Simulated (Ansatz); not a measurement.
A trace of molecular dynamics of a periodic cell of 17 atoms, Zn9O8 (host ZnO, host structure P6_3mc, interstitial Zn).

Theory: DFT PBE-D3(BJ), scalar-relativistic, plane waves, PAW (Ansatz). Settings: PAW set soft_1, cutoff 420 eV, k mesh 2x2x2, fermi-dirac smearing 0.05 eV, no spin polarisation.

```json
{
  "ensemble": "NVT, Nosé–Hoover chain",
  "set temperature": "1200 K",
  "thermostat": "time constant 50 fs, chain length 1",
  "seed": "840873"
}
```

| time (fs) | T (K) | potential energy less start (eV) | conserved less start (meV/atom) |
| --- | --- | --- | --- |
| 0.0 | 1200 | 0.000 | 0.00 |
| 24.0 | 615 | 1.343 | 3.56 |
| 48.0 | 717 | 1.529 | 4.67 |
| 72.0 | 774 | 2.159 | 6.63 |
| 96.0 | 1254 | 2.478 | 6.38 |
| 120.0 | 1841 | 2.712 | 5.28 |
| 144.0 | 2097 | 3.673 | 3.97 |
| 168.0 | 1815 | 4.958 | 8.04 |
| 192.0 | 1739 | 5.323 | 9.42 |
| 216.0 | 1608 | 5.290 | 16.55 |
| 240.0 | 1712 | 3.458 | 8.23 |
| 264.0 | 1078 | 3.508 | 6.75 |
| 288.0 | 750 | 3.362 | 7.80 |
| 312.0 | 1035 | 2.195 | 5.87 |
| 336.0 | 715 | 2.495 | 5.68 |
| 360.0 | 886 | 2.127 | 5.71 |
| 384.0 | 807 | 2.554 | 7.40 |
| 408.0 | 1141 | 2.328 | 6.34 |
| 432.0 | 1421 | 2.466 | 6.35 |
| 456.0 | 1437 | 3.202 | 8.24 |
| 480.0 | 1278 | 3.949 | 9.47 |
| 504.0 | 1652 | 3.444 | 9.26 |
| 528.0 | 1473 | 3.686 | 5.56 |
| 552.0 | 1295 | 3.848 | 11.17 |
| 576.0 | 1456 | 2.901 | 7.42 |
| 600.0 | 1310 | 2.553 | 5.86 |
| 624.0 | 751 | 3.261 | 9.67 |
| 648.0 | 869 | 2.658 | 8.71 |

**Question.** Is this trajectory sound?

**Answer.** The conserved energy wandered by up to 19.1 meV per atom (net 5.6 meV per atom), which is poor conservation. A run of 0.66 ps of so small a system gives no equilibrium averages. Limits of this set-up: coarse k mesh. The time step was 6 fs.

The run took 22 min on 1 thread of Arm Neoverse V1 (shared host), peak memory 0.65 GiB.
